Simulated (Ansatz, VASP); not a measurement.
# WC (Qusongite) in VASP and in Ansatz

Contents of INCAR:

```
SYSTEM = WC
PREC = Accurate
ENCUT = 980
EDIFF = 1E-6
ISMEAR = -1
SIGMA = 0.05
LREAL = .False.
LASPH = .True.
NELM = 100
ALGO = Fast
ISIF = 3
LWAVE = .False.
LCHARG = .False.
GGA = PE
IBRION = 2
NSW = 60
EDIFFG = -0.02
```

The input KPOINTS:

```
Automatic mesh
0
Gamma
  10 10 9
  0 0 0
```

Contents of POSCAR:

```
WC
1.0
    2.9065000000      0.0000000000      0.0000000000
   -1.4532500000      2.5171028361      0.0000000000
    0.0000000000      0.0000000000      2.8366000000
W C
1 1
Direct
    0.0000000000      0.0000000000      0.0000000000
    0.6666666667      0.3333333333      0.5000000000
```

input.yaml

```yaml
crystal:
  lattice:
    - [2.9065, 0.0, 0.0]
    - [-1.45325, 2.5171028361, 0.0]
    - [0.0, 0.0, 2.8366]
  atoms:
    - { symbol: W, position: [0.0, 0.0, 0.0] }
    - { symbol: C, position: [0.6666666667, 0.3333333333, 0.5] }
hamiltonian:
  xc: pbe
  pseudopotentials: { kind: paw }
kpoints:
  mp_grid: { grid: [10, 10, 9] }
scf:
  occupations: { method: fermi_dirac, width: 0.05 }
output:
  forces: true
  stress: true
relax:
  f_tol: 0.01
  max_steps: 40
  cell: { stress_tol: 0.05 }
```

Alike in both runs: task relaxation of cell and atoms; functional PBE; k mesh 10 × 10 × 9; occupations fermi-dirac, width 0.05 eV; no spin polarisation.

|  | VASP | Ansatz |
| --- | --- | --- |
| version | VASP 6.6.1 | Ansatz 0.2.0 |
| potentials or method | VASP PAW PBE potentials, release 64 (W_sv, C_h) | Ansatz PAW |
| plane-wave cutoff (eV) | 980 | 420 |
| valence electrons in the cell | 18 | 18 |

```csv
,VASP,Ansatz,Ansatz less VASP
relaxed volume (Å³/atom),10.55,10.52,-0.024
relaxed cell length with the largest relative difference (Å),2.848,2.846,-0.0023
energy change over the relaxation (meV/atom),-4,-3,+1.0
```

Caveats: the plane-wave basis is chosen anew once the cell has moved, so the energies of steps on either side of that aren't comparable (Ansatz); the pressure holds a Pulay correction of +0.3 GPa for the finite cutoff (Ansatz). The runs have no spin-orbit coupling, so splittings on W are missing. Zero-point motion and thermal expansion aren't in these numbers. PBE usually gives volumes a little too large and moduli too small.
